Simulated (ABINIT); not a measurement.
In:

```
In
1.0
    -1.62547    1.62547    2.47370
     1.62547   -1.62547    2.47370
     1.62547    1.62547   -2.47370
In
1
Cartesian
  0.0000 0.0000 0.0000
```

Program: ABINIT 10.8.3 (patched build). Alike in all runs: task band structure; potentials or basis JTH PAW PBE v2.0; no spin polarisation; cell as given; k mesh 11 × 11 × 11; cutoff (eV) 707; smearing fermi-dirac 0.05 eV.

Task: Order these runs on this cell by their pressure, lowest first.
A. level LDA
B. level r2SCAN
C. level RPBE
D. level BLYP
E. level PW91

Result: A (-3.2 GPa), B (-0.2 GPa), E (1.4 GPa), C (3.1 GPa), D (5.7 GPa).

Caveats: the PAW data sets were made with another functional, which shifts forces and pressure a little.

Runs at the PBE level aren't shown here.
